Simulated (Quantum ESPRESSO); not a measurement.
Rh: equation of state with PBEsol

**Experimental background.**

From “Thermal equation of state of rhodium characterized by XRD in a resistively heated diamond anvil cell”, 2024, pmc:11535440, for a bulk crystal of Rh: bulk modulus 264 ± 1 GPa.

Crystal: Rh.

```
Rh
1.0
     0.00000    1.89785    1.89785
     1.89785    0.00000    1.89785
     1.89785    1.89785    0.00000
Rh
1
Direct
  0.00000 0.00000 0.00000
```

```
Program             : Quantum ESPRESSO 7.5
Task                : equation of state
Functional          : PBEsol
Potentials or basis : GBRV 1.5 PBEsol
Cutoff              : 612 eV
Density cutoff      : 4898 eV
k mesh              : 12 × 12 × 12
Occupations         : fermi-dirac, width 0.05 eV
Spin                : no spin polarisation
```

* Equilibrium volume: 13.53 Å³/atom
* Bulk modulus: 297 GPa
* Pressure derivative of the bulk modulus: 5.1

Energy against volume, from the lowest point:
| volume (Å³/atom) | energy (meV/atom) |
| --- | --- |
| 12.851 | 33.91 |
| 13.125 | 10.79 |
| 13.398 | 0.00 |
| 13.671 | 0.11 |
| 13.945 | 9.84 |
| 14.218 | 28.08 |
| 14.492 | 53.80 |

All runs of the series together: 27 s on 2 threads of Arm Neoverse V2, on a shared host.

Against the measured bulk modulus of Rh, 264 GPa (quoted in “Thermal equation of state of rhodium characterized by XRD in a resistively heated diamond anvil cell”, 2024, pmc:11535440), the calculated 297 GPa is off by +12.5 %. The fit is for a static lattice scaled at fixed shape and fixed fractional positions.
